Five functionals were given the same CdTe crystal, with no atom allowed to move and no edge allowed to relax. The pressure tells how this cell compares with the one that a functional prefers; it is positive when the cell is squeezed. The energy over elements is the energy of CdTe less that of solid cadmium and tellurium in the same functional, so a more negative value means a more stable compound.

Calculated values. Ansatz 0.2.0, scalar-relativistic plane-wave PAW DFT for CdTe (F-43m) at fixed cell and atoms, with a 6x6x6 k mesh, Gaussian smearing of 0.1 eV, no spin polarization and no dispersion correction. Energies are taken at zero smearing, relative to the elements' standard crystals in the same functional; pressure and stress are positive in compression.

```
functional  wave cutoff  energy over elements (eV/atom)  pressure (GPa)  stress xx (GPa)  stress yy (GPa)  stress zz (GPa)
       LDA       420 eV                          -0.338          -2.780           -2.780           -2.780           -2.780
       PBE       420 eV                          -0.459           0.930            0.930            0.930            0.930
    PBEsol       420 eV                          -0.379          -1.300           -1.300           -1.300           -1.300
    r2SCAN       500 eV                          -0.567          -0.110           -0.110           -0.110           -0.110
     HSE06       420 eV                          -0.602          -0.010           -0.010           -0.010           -0.010
```

Question 1. Which functionals would shrink the cell, and do the three equal stress columns show that it is relaxed?

Answer. LDA and PBEsol would clearly shrink it, since their pressures are negative. PBE alone would expand it, and r2SCAN and HSE06 are close to balance. The equal stresses follow from cubic symmetry and hold at any edge length, so they only repeat the pressure.

Question 2. By how much would LDA shorten the edge?

Answer. Near its minimum the energy E is a parabola in the volume V, with its lowest point at the preferred volume V₀ and a curvature set by the bulk modulus B:

E = E₀ + B (V − V₀)² / (2V₀)

The pressure is P = −dE/dV = B (V₀ − V)/V₀. For small strains the volume therefore changes by the fraction P/B, and the edge a by a third of that:

Δa/a = P/(3B)

With a rough B of 42 GPa, LDA gives −2.78/(3 × 42) = −0.022. The edge would shorten by about 2%, from 6.56 to about 6.42 Å.

Remark. One volume per functional cannot test the parabola. If B were anywhere between 35 and 50 GPa, the answer would lie between 2.6 and 1.9%, so its second digit is open.

Question 3. r2SCAN and HSE06 show almost no pressure. Do they give the right lattice, and which is better?

Answer. Zero pressure means that a functional agrees with this cell, and this cell is roughly 1% longer than the measured one. A functional that preferred the measured edge would show a tension of one to two GPa here, which is where PBEsol lies. The two pressures differ by 0.10 GPa, or about 0.005 Å in the edge. That is too little for a ranking, because the HSE06 stress is loosely converged and the two runs used different cutoffs.

Question 4. What would change if each functional had its own relaxed cell, or if zinc replaced cadmium in this one?

Answer. Relaxing would bring every pressure to zero but hardly touch the energies. The parabola puts the strain energy at P²V/(2B) per atom, with V the volume per atom; this is about 0.02 eV for LDA and less for the others. The order of the energies would stay as it is.

Zinc would change both the pressures and the energies. Zn–Te bonds are clearly shorter than Cd–Te bonds, so the same cell would be stretched for all five functionals, and by so much that the strain energy would no longer be small. LDA should still pull harder than PBE, because that difference comes from the functional and not from the cell.

Question 5. LDA pulls the atoms together hardest, yet it gives the least stable compound. How can both be true?

Answer. The pressure concerns CdTe alone, whereas the energy over elements is a difference between solids. Let cohesion be the energy needed to take a solid apart into free atoms. The free atoms then cancel:

energy over elements = cohesion of the elements − cohesion of CdTe

LDA is known to overbind solids in general, the elements included. PBE adds a correction for the gradient of the density, which favours free atoms and stretched bonds and so weakens cohesion. From LDA to PBE the energy over elements falls by 0.121 eV/atom, so the elements must lose that much more cohesion than CdTe does in this cell. A small part of the difference is the strain energy of LDA, which relaxing would remove.

Remark. The sign of the difference settles that the elements lose more. It does not tell whether cadmium or tellurium is responsible, since their separate energies are not available.

Question 6. Can the strength of the gradient correction explain the whole table?

Answer. It can account for three rows. PBEsol has the form of PBE with a weaker gradient correction, so it should lie between LDA and PBE in both results. It does, at 40% of the way in pressure and 34% in energy. A straight line of energy against pressure, fitted to these three functionals, describes them closely, though three points are a weak test of a line with two constants.

r2SCAN breaks the pattern. A stronger gradient correction raises the pressure while it deepens the energy. From PBE to r2SCAN the energy deepens by a further 0.108 eV/atom, but the pressure falls by 1.04 GPa. The line would put r2SCAN near −0.42 eV/atom, far from its −0.567, and it misses HSE06 in the same direction.

Some other ingredient must therefore be at work. r2SCAN also uses the kinetic energy density, which lets it tell a metallic region from a covalent bond. HSE06 mixes in exact exchange, which reduces the spurious repulsion of an electron with itself. Both can shift the balance between a metal, an elemental semiconductor and a polar compound without a longer bond; how much each solid contributes here remains open.

Remark. The more elaborate functional is not automatically nearer to nature. The measured value is roughly −0.5 eV/atom; against it LDA is too weak by about 0.15 and HSE06 too strong by about 0.1 eV/atom. Spin-orbit coupling and thermal effects are missing and the k mesh is coarse, so the functional need not carry all of that error.

Question 7. CdTe absorbs light in thin-film solar cells. Which functional should an engineer use for the absorption edge?

Answer. Neither column of results can decide this, because the edge depends on the band gap. In these same runs the gap is 0.40 eV in LDA, 0.66 eV in PBE, 1.15 eV in r2SCAN and 1.50 eV in HSE06. LDA and PBE would place the edge far into the infrared, whereas the measured gap is roughly 1.5 eV. HSE06 is the best start of the five, but its agreement is flattering: spin-orbit coupling would lower its gap by roughly 0.3 eV, to about 1.2 eV in this cell. The measured cell is smaller, which would widen the gap again by a part of that.

Remark. The gaps widen in exactly the order in which the energies over elements deepen. It is tempting to conclude that a wider gap makes the compound more stable, but the total energy is built from the occupied states, and lifting the empty ones does not in itself lower it. The functional acts on both results, and a shared order does not make one the cause of the other. The printed output below gives the estimates for every row and the line fitted to the three simpler functionals.

Printed output of the fit:

```
Estimates from the pressure and gaps of the same runs:
     row  'edge change %'  'preferred edge Å'  'strain energy meV/atom'  'energy after relaxing eV/atom'  'gap eV'
     LDA           -2.206               6.419                      20.3                          -0.3583     0.396
     PBE           0.7381               6.613                     2.272                          -0.4613     0.656
  PBEsol           -1.032               6.496                      4.44                          -0.3834     0.547
  r2SCAN          -0.0873               6.558                   0.03179                           -0.567     1.155
   HSE06        -0.007937               6.564                 0.0002627                           -0.602     1.504
Pressure that answers to 1 percent of edge (GPa): 1.26
LDA edge change if B were 35 GPa (percent): -2.648
LDA edge change if B were 50 GPa (percent): -1.853
Pressure here of a functional that prefers the measured cell (GPa, rough): -1.638
PBE minus LDA pressure (GPa): 3.71
PBE minus LDA energy over elements (eV/atom): -0.121
PBEsol share of the way from LDA to PBE in pressure: 0.3989
PBEsol share of the way from LDA to PBE in energy: 0.3388
r2SCAN minus PBE pressure (GPa): -1.04
r2SCAN minus PBE energy over elements (eV/atom): -0.108
HSE06 minus r2SCAN pressure (GPa): 0.1
HSE06 minus r2SCAN preferred edge (Å): 0.00521
HSE06 minus LDA energy over elements (eV/atom): -0.264
Rank correlation of gap and energy over elements: -1
Rank correlation of pressure and energy over elements: -0.7
HSE06 gap less rough spin-orbit lowering (eV): 1.204
fit of energy_over_elements on 3 rows (simple > 0): constant -0.4265 +/- 0.0041, coefficient of pressure -0.03288 +/- 0.0022; rms 0.0034, worst PBEsol -0.00478, leave-one-out rms 0.0133
  rows outside the fit (model, value, miss): r2SCAN -0.4229, -0.567, 0.144; HSE06 -0.4262, -0.602, 0.176
```
